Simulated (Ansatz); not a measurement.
Input and command of a calculation in Ansatz (plane waves; scalar-relativistic PAW potentials unless the input names others):

```yaml
crystal:
  lattice:
    - [3.0756941497, 0.0, 0.0]
    - [-1.5378470748, 2.6636292679, 0.0]
    - [0.0, 0.0, 10.07064648]
  atoms:
    - { symbol: Si, position: [0.6229411484, 0.4527936709, 0.93784198] }
    - { symbol: Si, position: [0.3333333333, 0.6666666667, 0.43784198] }
    - { symbol: Si, position: [0.0, 0.0, 0.68789438] }
    - { symbol: Si, position: [0.0, 0.0, 0.18789438] }
    - { symbol: C, position: [0.6666666667, 0.3333333333, 0.74980259] }
    - { symbol: C, position: [0.3333333333, 0.6666666667, 0.24980259] }
    - { symbol: C, position: [0.0, 0.0, 0.50046005] }
    - { symbol: C, position: [0.0, 0.0, 0.00046005] }
basis:
  ecutwfc: 420
kpoints:
  mp_grid: { grid: [12, 12, 4] }
hamiltonian:
  xc: pbe
  pseudopotentials: { kind: paw, source: ansatz }
scf:
  occupations: { method: gaussian, width: 0.05 }
output:
  forces: true
  eigenvalues: true
  stress: true
```

```bash
ansatz run input.yaml --threads 2 --pin off --max-ram 5120MiB --backend cpu --events-out ev --progress --plain --runs-dir out
```

Abridged log:
```
Warning: basis.ecutwfc = 420 eV is below the records' recommended 820 eV, and the density's cutoff is lower with it unless basis.ecutrho_ratio is high enough to keep the records' density cutoff: compare with a run at a higher cutoff
Pseudopotentials: kind: paw
Pseudopotential: Si, paw, valence charge 4, recommended cutoff 460 eV (normal)
Pseudopotential: C, paw, valence charge 4, recommended cutoff 820 eV (normal)
Functional definition: PBE
Crystal: 8 atoms, lattice volume = 82.504 Å³
Basis set: ecut = 420 eV, 1605 PW (Γ), exchange–correlation on 48×48×144 points (8 copies of the dense FFT grid, shifted against one another)
Bands: 24, of which v1, the nominal top of the filled ones, is band 16 counted from 1 (15 counted from 0)
Symmetry: 1 space group operations
Space group: P1 (ITA 1), of the structure as read, at distance tolerance 4.4e-5 Å
k-points: 292 of 576 (time reversal used)
Initial density: superposition of atomic densities (chi_scale 0.1, normalization cell, long waves kept (reshape's long-wave potential 0.00 eV rms))
Initial wavefunctions: pseudopotential atomic-orbital guess
Functional: x = pbe(κ = 0.804, μ = 0.21951497), c = pbe(β = 0.06672455)
SCF iter   1: F=—  HF=-3552.150044 eV  |F-HF|=—  |Δ(HF+E_count)|=         —  Δρ=1.42e-1  dr2=2.00e1  ethr=3.10e-3  ⟨swp⟩=8.1  Hψ=46133  notcnv=0  defer=59
SCF iter   2: F=—  HF=-3545.927756 eV  |F-HF|=—  |Δ(HF+E_count)|=    6.22e0  Δρ=3.15e-2  dr2=5.10e-1  ethr=3.10e-3  ⟨swp⟩=5.1  Hψ=21186  notcnv=0  defer=762
SCF iter   3: F=—  HF=-3545.866307 eV  |F-HF|=—  |Δ(HF+E_count)|=   6.14e-2  Δρ=1.26e-2  dr2=6.72e-2  ethr=1.59e-3  ⟨swp⟩=2.7  Hψ=11402  notcnv=0  defer=767
SCF iter   4: F=—  HF=-3545.868732 eV  |F-HF|=—  |Δ(HF+E_count)|=   2.42e-3  Δρ=2.27e-3  dr2=2.14e-2  ethr=2.10e-4  ⟨swp⟩=3.2  Hψ=11706  notcnv=0  defer=767
SCF iter   5: F=—  HF=-3545.864557 eV  |F-HF|=—  |Δ(HF+E_count)|=   4.18e-3  Δρ=4.25e-4  dr2=1.28e-4  ethr=6.69e-5  ⟨swp⟩=2.3  Hψ=9953  notcnv=0  defer=494
automatic band count: iteration 5 solves 23 bands in place of 24: the levels show a gap, and the empty bands left out lie too high to hold charge; the band table lists the bands solved (type scf.n_extra_bands for more)
SCF iter   6: F=—  HF=-3545.864617 eV  |F-HF|=—  |Δ(HF+E_count)|=   6.02e-5  Δρ=1.35e-4  dr2=9.73e-6  ethr=4.01e-7  ⟨swp⟩=2.8  Hψ=13163  notcnv=0  defer=494
SCF iter   7: F=—  HF=-3545.863987 eV  |F-HF|=—  |Δ(HF+E_count)|=   6.29e-4  Δρ=3.65e-5  dr2=1.45e-6  ethr=3.04e-8  ⟨swp⟩=2.1  Hψ=10048  notcnv=0  defer=494
SCF iter   8: F=—  HF=-3545.863988 eV  |F-HF|=—  |Δ(HF+E_count)|=   1.67e-7  Δρ=1.21e-5  dr2=2.00e-7  ethr=4.53e-9  ⟨swp⟩=2.5  Hψ=9406  notcnv=0  defer=494
SCF iter   9: F=-3545.863988 eV  HF=-3545.863988 eV  |F-HF|=3.06e-9  |Δ(HF+E_count)|=   1.35e-8  Δρ=3.57e-6  dr2=6.52e-9  ethr=3.13e-10  ⟨swp⟩=14.1  Hψ=37477  notcnv=0
SCF 1 converged in 9 iterations: F = -3545.863988 eV  dr2 = 6.52e-9
SCF converged after 9 iterations
Free energy (F): -3545.863988 eV
Harris-Foulkes:  -3545.863988 eV  (|F-HF|=3.06e-9)
Internal energy: -3545.863988 eV  (E = F + TS)
E sigma→0 (E₀):  -3545.863988 eV
Fermi energy:    11.048126 eV
--- Forces (eV/Å), atoms counted from 1 ---
  atom   1  Si     1.28781943    -7.02415987    -2.78181067
  atom   2  Si     0.02330462    -0.02351861    -0.00034947
  atom   3  Si     0.00339563     0.08495995    -0.08009246
  atom   4  Si    -0.09366570     0.08313243    -0.07790338
  atom   5  C     -0.66415389     0.66224582     0.44402654
  atom   6  C      0.02640565    -0.02136537    -0.01067503
  atom   7  C     -0.07511546     0.07142526    -0.02170954
  atom   8  C     -0.50798191     6.16727097     2.52850594
--- Stress (GPa, compression-positive) ---
        5.363609       3.795328       2.353802
        3.795328      16.521693       4.176002
        2.353802       4.176002       6.322517
  P = ⅓ Tr σ = 9.4026 GPa (94.026 kbar)
```

Apart from outputs and empty bands, the input differs from a reference run on usual settings in hamiltonian.pseudopotentials: not typed → {"kind": "paw", "source": "ansatz"}. The reference, at the same geometry (not necessarily relaxed), gave pressure 8.48 GPa, largest force 7.682 eV/Å, gap on the mesh 0.89 eV. This run converged in 9 SCF iterations (reference: 6) with a total energy on another zero, pressure 9.40 GPa, largest force 7.664 eV/Å, gap on the mesh 0.86 eV. Its cutoff is looser than usual. The Hamiltonian differs as well, so the change in the result can't be put down to that alone.

It took 15 s on 2 threads of Intel(R) Xeon(R) 6975P-C (Granite Rapids), on a shared host, peak memory 0.74 GiB.